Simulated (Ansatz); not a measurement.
SiO$_{2}$: how the half-step-shifted k-point mesh moves the results

These are results of Ansatz 0.2.0, DFT r2SCAN, scalar-relativistic, plane waves, PAW, not measurements.

```cif
data_structure
_symmetry_space_group_name_H-M 'P 1'
_symmetry_Int_Tables_number 1
_cell_length_a 5.0289
_cell_length_b 5.0289
_cell_length_c 5.0289
_cell_angle_alpha 123.661
_cell_angle_beta 123.661
_cell_angle_gamma 83.768
_cell_volume 84.41
loop_
_atom_site_label
_atom_site_type_symbol
_atom_site_fract_x
_atom_site_fract_y
_atom_site_fract_z
_atom_site_occupancy
Si1 Si 0.00000 0.00000 0.00000 1
Si2 Si 0.75000 0.25000 0.50000 1
O1 O 0.99838 0.62500 0.87338 1
O2 O 0.37500 0.24838 0.37338 1
O3 O 0.75162 0.12500 0.12662 1
O4 O 0.87500 0.00162 0.62662 1
```

| Quantity | Value |
| --- | --- |
| plane-wave cutoff | 500 eV |
| occupation rule | Gaussian smearing, 0.02 eV |
| spin treatment | unpolarised |

The atoms stay fixed while the half-step-shifted k-point mesh is varied. ΔE is the energy extrapolated to zero smearing, less that of the reference run (8×8×8 Γ-centred mesh, Gaussian smearing 0.02 eV). The cell isn't necessarily relaxed at this level. Pressure is positive in compression.

```tsv
shifted mesh	ΔE (meV/atom)	P (GPa)	largest change of a force component (eV/Å)	gap on mesh (eV)	irreducible points
2×2×2	?	?	?	?	?
4×4×4	0.00	-1.32	0.000	7.043	11
6×6×6	0.00	-1.32	0.000	6.854	28
```

Question: Fill in the withheld rows.

Answer: The withheld rows:

```tsv
shifted mesh	ΔE (meV/atom)	P (GPa)	largest change of a force component (eV/Å)	gap on mesh (eV)	irreducible points
2×2×2	-2.25	-1.32	0.010	7.925	3
```

This form isn't the usual stable structure of the compound.

Cost: 3 runs of about 0.24 core-minutes in all, on Intel Xeon Platinum 8488C (Sapphire Rapids) (shared hosts).